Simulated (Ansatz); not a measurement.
AlNi3: equation of state with PBEsol

The system is AlNi3.

```
CELL_PARAMETERS angstrom
0.00000 2.80189 2.80189
2.80189 0.00000 2.80189
2.80189 2.80189 0.00000
ATOMIC_POSITIONS crystal
Ni 0.75000 0.75000 0.75000
Ni 0.00000 0.00000 0.00000
Ni 0.25000 0.25000 0.25000
Al 0.50000 0.50000 0.50000
```

The cell comes from a database or a generator and needn't be the stable form of this composition.

```
Program             : Ansatz 0.2.0
Task                : equation of state
Functional          : PBEsol
Potentials or basis : Ansatz PAW
Cutoff              : 420 eV
Density cutoff      : 1680 eV
k mesh              : 8 × 8 × 8
Occupations         : fermi-dirac, width 0.05 eV
Spin                : collinear spin, ferromagnetic start
Starting moments    : [1.0, 1.0, 1.0, 0.0] μB
```

- Equilibrium volume: 10.96 Å³/atom
- Bulk modulus: 201 GPa
- Pressure derivative of the bulk modulus: 4.6

Energy against volume, from the lowest point:
```csv
volume (Å³/atom),energy (meV/atom)
10.338,24.39
10.558,9.70
10.778,1.82
10.998,0.00
11.218,3.60
11.438,12.07
11.658,24.88
```

All runs of the series together: 43 s on 2 threads of Arm Neoverse V1, with other jobs on the host.
